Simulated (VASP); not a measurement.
# Ta: single point with PBE

The system is Ta, a slab with vacuum.

```
Ta
1.0
     3.31905    0.00000    0.00000
     0.00000    3.31905    0.00000
     0.00000    0.00000   24.95716
Ta
7
Cartesian
  1.6595 1.6595 7.5000
  0.0000 0.0000 9.1595
  1.6595 1.6595 10.8191
  0.0000 0.0000 12.4786
  1.6595 1.6595 14.1381
  0.0000 0.0000 15.7976
  1.6595 1.6595 17.4572
```

* Program: VASP 6.6.1
* Task: single point
* Functional: PBE
* Potentials or basis: VASP PAW PBE potentials, release 64 (Ta_pv)
* Cutoff: 520 eV
* k mesh: 1 × 10 × 1
* Occupations: gaussian, width 0.1 eV
* Spin: no spin polarisation
* Dipole correction: yes
* Further INCAR settings: ALGO = Fast; EDIFF = 1e-07; NBANDS = 48; ISYM = 0

```json
{
  "Largest force": "2.295 eV/Å",
  "Band gap on the k mesh": "none (metal or under the smearing width)"
}
```

Forces in eV/Å, atoms in the order of the input:
```
Ta   0.000  0.000  2.295
Ta   0.000  0.000 -0.984
Ta   0.000  0.000 -0.751
Ta   0.000  0.000  0.000
Ta   0.000  0.000  0.751
Ta   0.000  0.000  0.984
Ta   0.000  0.000 -2.295
```

Levels at points of the mesh, in eV from the Fermi level:
```
           k point  band 36  band 37  band 38  band 39  band 40  band 41  band 42  band 43  band 44  band 45
(0.00, 0.00, 0.00)     0.05     0.08     0.20     0.21     0.24     0.25     0.28     0.74     0.78     0.84
(0.00, 0.50, 0.00)    -1.15    -0.24    -0.21    -0.11    -0.02     0.08     0.74     0.75     0.83     1.21
```

Run time: 2 min on 1 thread of Intel(R) Xeon(R) 6975P-C (Granite Rapids), with other jobs on the host, peak memory 0.39 GiB.

The run has no spin-orbit coupling, so splittings on Ta are missing.
